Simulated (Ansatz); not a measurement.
## Br under changes of volume

One of the cells (33.988 Å³/atom); the others are scaled copies at fixed shape and fractional positions:

```
CELL_PARAMETERS angstrom
3.36325 -2.32255 0.00000
3.36325 2.32255 0.00000
0.00000 0.00000 8.70230
ATOMIC_POSITIONS crystal
Br 0.36510 0.63490 0.39010
Br 0.13490 0.86510 0.89010
Br 0.63490 0.36510 0.60990
Br 0.86510 0.13490 0.10990
```

| Property | Result |
| --- | --- |
| Program | Ansatz 0.2.0 |
| Functional | r2SCAN |
| Potentials or basis | Ansatz PAW |
| Cutoff | 500 eV (not typed: the program's choice for these potentials) |
| k mesh | 7 × 7 × 3 |
| Occupations | fermi-dirac, width 0.05 eV |
| Spin | no spin polarisation |

| volume (Å³/atom) | energy over the lowest point (meV/atom) | pressure (GPa) | gap on the mesh (eV) | largest force (eV/Å) |
| --- | --- | --- | --- | --- |
| 31.949 | 24.07 | 2.9 | 2.43 | 1.362 |
| 32.629 | ? | ? | ? | ? |
| 33.308 | 6.17 | 1.4 | 2.29 | 0.830 |
| 33.988 | 1.78 | 0.7 | 2.22 | 0.593 |
| 34.668 | 0.00 | 0.1 | 2.15 | 0.373 |
| 35.348 | 0.55 | -0.4 | 2.09 | 0.174 |
| 36.028 | 3.17 | -0.8 | 2.03 | 0.067 |

Problem. What does the run at 32.629 Å³/atom give?

Solution. Energy over the lowest point 13.48 meV/atom; pressure 2.1 GPa; gap on the mesh 2.36 eV; largest force 1.086 eV/Å.

Worked out: A Birch-Murnaghan fit of order 3 (a polynomial in V^(-2/3)) to the other rows has its minimum at 34.84 Å³/atom with B0 = V·E''(V) = 27 GPa and B' = 4.9 at fixed shape and positions, which overstates the stiffness. It gives 13.47 meV/atom at 32.629 Å³/atom, against the run's 13.48, and -dE/dV = 2.1 GPa, against 2.1. A straight line through the other rows of the gap, of slope -3.35 eV per unit of ln V, gives 2.36 eV, against the run's 2.36.

Energies are extrapolated to zero smearing.

Caveats: odd divisions of the mesh miss points on the zone boundary, where band edges often lie, so the gap on the mesh can be too wide; the PAW data sets come from PBE, with cores solved anew for the run's functional, which leaves a small shift of forces and pressure; forces of over 1 eV/Å show positions far from the minimum, so gaps and moduli don't describe the material at rest (some runs).

A mesh can miss the band edges. Spin-orbit coupling on Br is left out.
